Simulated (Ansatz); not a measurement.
The system is Tl.

```
Tl
1.0
     3.45600    0.00000    0.00000
    -1.72800    2.99298    0.00000
     0.00000    0.00000    5.52500
Tl
2
Direct
  0.66667 0.33333 0.75000
  0.33333 0.66667 0.25000
```

| Item | Value |
| --- | --- |
| Program | Ansatz 0.2.0 |
| Task | relaxation of cell and atoms |
| Functional | PBE |
| Potentials or basis | Ansatz PAW |
| Cutoff | 400 eV |
| Density cutoff | 1600 eV |
| k mesh | 9 × 9 × 5 |
| Occupations | methfessel-paxton, width 0.025 eV |
| Spin | non-collinear spin, program default start, spin-orbit coupling |

At the start: volume 28.57 Å³/atom.

Question: Where does the relaxation end?

Answer: Over 8 steps the energy falls by 25.0 meV/atom and the volume is 30.89 Å³/atom (+8.1 %); space group P6_3/mmc (No. 194, to 0.05 Å); moment 0.00 μB per cell.

The path:
```
step  energy change (eV)  largest force (eV/Å)  volume (Å³)
   1              0.0000                0.0000        57.15
   2             -0.0418                0.0000        61.19
   3             -0.0457                0.0000        62.14
   4             -0.0468                0.0000        62.31
   5             -0.0488                0.0000        62.09
   6             -0.0491                0.0000        61.83
   7             -0.0493                0.0000        61.78
   8             -0.0501                0.0000        61.78
```

Final structure:
```
Tl
1.0
     3.47429    0.00000    0.00000
    -1.73714    3.00882    0.00000
     0.00000    0.00000    5.91002
Tl
2
Direct
  0.66667 0.33333 0.75000
  0.33333 0.66667 0.25000
```

Caveat: the cutoff lies under the one recommended for these potentials.
